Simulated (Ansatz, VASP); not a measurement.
**Al: VASP beside Ansatz**

```xyz
1
Lattice="0.0000 2.0248 2.0248 2.0248 0.0000 2.0248 2.0248 2.0248 0.0000" Properties=species:S:1:pos:R:3 pbc="T T T"
Al    0.0000    0.0000    0.0000
```

Alike in both runs: task relaxation of cell and atoms; functional revPBE; k mesh 18 × 18 × 18; occupations fermi-dirac, width 0.025 eV; no spin polarisation.

```csv
,VASP,Ansatz
version,VASP 6.6.1,Ansatz 0.2.0
potentials or method,"VASP PAW PBE potentials, release 64 (Al)","PAW with Ansatz's default frozen-core files, scalar-relativistic"
plane-wave cutoff (eV),600,420
valence electrons in the cell,3,3
```

```csv
,VASP,Ansatz,Ansatz less VASP
"gap on the k mesh at the Fermi level, each at its own relaxed structure (eV)",none,none,-
relaxed volume (Å³/atom),16.71,16.75,+0.037
relaxed cell length with the largest relative difference (Å),2.870,2.872,+0.0021
```

A gap of «none» marks a metal or a gap that the smearing closes.

Caveats: the PAW data sets were made with another functional, which shifts forces and pressure a little (VASP). Zero-point motion and thermal expansion aren't in these numbers. revPBE gives volumes clearly too large for solids.
